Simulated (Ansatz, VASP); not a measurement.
## Sb: VASP beside Ansatz

File INCAR:

```
PREC = Accurate
ENCUT = 520
EDIFF = 1E-6
ISMEAR = 0
SIGMA = 0.1
LREAL = F
LASPH = T
NELM = 60
ALGO = Fast
ISIF = 2
LWAVE = F
LCHARG = F
GGA = PE
NBANDS = 12
```

File KPOINTS:

```
regular mesh
0
Gamma
  14 10 10
```

The input POSCAR:

```
Sb
1.0
    3.3817487101      0.0000000000     -0.0680683636
    0.0000000000      4.4531626874      0.0000000000
   -0.1381948535      0.0000000000      4.5027919791
Sb
2
Direct
    0.9946567421      0.7500000000      0.7641638907
    0.0053432579      0.2500000000      0.2358361093
```

Input for Ansatz:

```yaml
crystal:
  lattice:
    - [3.3817487101, 0.0, -0.0680683636]
    - [0.0, 4.4531626874, 0.0]
    - [-0.1381948535, 0.0, 4.5027919791]
  atoms:
    - { symbol: Sb, position: [0.9946567421, 0.75, 0.7641638907] }
    - { symbol: Sb, position: [0.0053432579, 0.25, 0.2358361093] }
basis:
  ecutwfc: 420
kpoints:
  mp_grid: { grid: [14, 10, 10] }
hamiltonian:
  xc: pbe
scf:
  occupations: { method: gaussian, width: 0.1 }
output:
  forces: true
  stress: true
  eigenvalues: true
  write_density: true
  write_potential: true
  elf: true
  volumetric_format: npy
```

Alike in both runs: task single point; functional PBE; k mesh 14 × 10 × 10; occupations gaussian, width 0.1 eV; no spin polarisation.

|  | VASP | Ansatz |
| --- | --- | --- |
| version | VASP 6.6.1 | Ansatz 0.2.0 |
| potentials or method | VASP PAW PBE potentials, release 64 (Sb) | scalar-relativistic, plane waves, PAW |
| plane-wave cutoff (eV) | 520 | 420 |
| valence electrons in the cell | 10 | 30 |

```csv
,VASP,Ansatz,Ansatz less VASP
gap on the k mesh at the Fermi level (eV),none,none,-
pressure (GPa),-4.4,-4.3,+0.05
largest component of the traceless stress (GPa),2.92,2.92,-0.005
rms of the force components (eV/Å),0.090,0.094,+0.0045
```

Atom by atom the forces differ by 0.005 eV/Å (rms over components). A gap of «none» marks a metal or a gap that the smearing closes. The two sets of potentials don't hold the same shells in valence.

The runs have no spin-orbit coupling, so splittings on Sb are missing.
